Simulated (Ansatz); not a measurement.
# A series in volume per atom on In

Results calculated with Ansatz 0.2.0 development build, not measured. Equation of state of a cubic crystal from periodic Kohn-Sham density functional theory without spin; pressure corrected for the finite basis.

Cell of the first row (space group Im-3m, No. 229):
```
CELL_PARAMETERS angstrom
-1.86870 1.86870 1.86870
1.86870 -1.86870 1.86870
1.86870 1.86870 -1.86870
ATOMIC_POSITIONS crystal
In 0.00000 0.00000 0.00000
```

Settings of every row: formula In; structure type bcc; functional PBE; spin treatment none; k mesh 14x14x14; occupation method fermi-dirac; occupation width 0.061225619 eV; wave cutoff 700 eV; datasets hard PAW; density cutoff ratio 4.

Limits: a cubic model structure, not a phase known at ambient conditions; modest k-mesh, values are not fully converged in k; the SCF threshold is loose for a stress in some rows.

```csv
row,volume per atom (Å³),energy above lowest point (meV/atom),pressure (GPa)
1,26.101,11.81,2.426
2,26.656,5.02,1.513
3,27.211,1.2,0.708
4,27.767,0,-0.002
5,28.322,1.11,-0.628
6,28.877,?,?
7,29.432,9.22,-1.67
```

Question: what energy above lowest point and pressure should row 6 give?

Worked fit of energy above lowest point. Take u = (V_r/V)^(2/3) − 1 with V_r = 27.489 Å³ an atom, which is twice the finite (Eulerian) strain; such expansions in the strain, on which the Birch-Murnaghan equation of state is built, carry the rest volume and the bulk modulus. The shown rows have u = 0.03515, 0.02073, 0.0068, -0.00669, -0.01971, -0.04451. Least squares give energy above lowest point = 0.29 + 88.2 × u + 6670.5 × u² + 4084 × u³ meV/atom; a parabola predicts inner rows, each left out in turn, worse (root mean square 0.081 against 0.0041 meV/atom). All shown rows lie on it to the printed digit. Its lowest point lies at u = -0.0067, or V = 27.77 Å³ an atom, and the curvature there gives the bulk modulus at fixed shape and fractions, B = (4/9)(1 + u)² E″(u)/V = 33.3 GPa. The withheld row has u = -0.03231, so the fit gives 0.29 + 88.2 × (-0.03231) + 6670.5 × (-0.03231)² + 4084 × (-0.03231)³ = 4.27 meV/atom.

The calculation gave 4.27 meV/atom. The fit meets it to the printed digit.

Worked fit of pressure. Take u = (V_r/V)^(2/3) − 1 with V_r = 27.489 Å³ an atom, which is twice the finite (Eulerian) strain; such expansions in the strain, on which the Birch-Murnaghan equation of state is built, carry the rest volume and the bulk modulus. The shown rows have u = 0.03515, 0.02073, 0.0068, -0.00669, -0.01971, -0.04451. Least squares give pressure = 0.342 + 52.639 × u + 179.45 × u² + 278 × u³ GPa; a parabola predicts inner rows, each left out in turn, worse (root mean square 0.0055 against 0.00042 GPa). All shown rows lie on it to the printed digit. The pressure vanishes at u = -0.0066, or V = 27.77 Å³ an atom, and there the bulk modulus at fixed shape and fractions is B = −V dP/dV = (2/3)(1 + u) dP/du = 33.3 GPa. The withheld row has u = -0.03231, so the fit gives 0.342 + 52.639 × (-0.03231) + 179.45 × (-0.03231)² + 278 × (-0.03231)³ = -1.181 GPa.

The calculation gave -1.181 GPa. The fit meets it to the printed digit.
